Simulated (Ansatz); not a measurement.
## A strain series on NaCl (CsCl type): uniaxial along z, other directions held

NaCl built on the CsCl prototype, relaxed with r2SCAN in the plane-wave code Ansatz, then strained (uniaxial along z, other directions held; changes of length per length, axes as in the cell below) with the atoms relaxed again within the symmetry that is left. It is cubic, Pm-3m (No. 221); a = 3.460 Å in the conventional setting, 20.70 Å³ an atom. Na is surrounded by 8 Cl at 3.00 Å; Cl is surrounded by 8 Na at 3.00 Å. No spin polarisation. The prototype was imposed, so other structures may be more stable.

```
CELL_PARAMETERS angstrom
3.45955 0.00000 0.00000
0.00000 3.45955 0.00000
0.00000 0.00000 3.45955
ATOMIC_POSITIONS crystal
Na 0.00000 0.00000 0.00000
Cl 0.50000 0.50000 0.50000
```

Gaps are the least over each mesh (PBE 8×8×8, r2SCAN 8×8×8, HSE06 6×6×6 when unstrained) and the special points, which keep their unstrained names; stress is the change from the unstrained cell, compression positive.

```tsv
strain (%)	gap, PBE (eV)	gap, r2SCAN (eV)	gap, HSE06 (eV)	edges, HSE06	stress along the strain, r2SCAN (GPa)	energy rise, r2SCAN (meV/atom)
-3.38	4.054	4.866	5.383	M → Γ	+3.30	7.1
0.0	4.105	4.916	5.429	M → Γ	0.00	0.0
+4.9	3.807	4.598	5.116	M → Γ	-3.70	12.1
```

Problem. Estimate the row for a strain of +3.29 %.

Solution.
```tsv
strain (%)	gap, PBE (eV)	gap, r2SCAN (eV)	gap, HSE06 (eV)	edges, HSE06	stress along the strain, r2SCAN (GPa)	energy rise, r2SCAN (meV/atom)
+3.29	3.909	4.708	5.224	M → Γ	-2.60	5.6
```

Between zero and the nearest strains the slope of the HSE06 gap against strain is +0.014 eV per percent for negative and -0.062 for positive strain; it falls either way, as happens when edge states split or other valleys take over.

The meshes of the hybrids are coarse, so their gaps aren't converged to the digits shown.
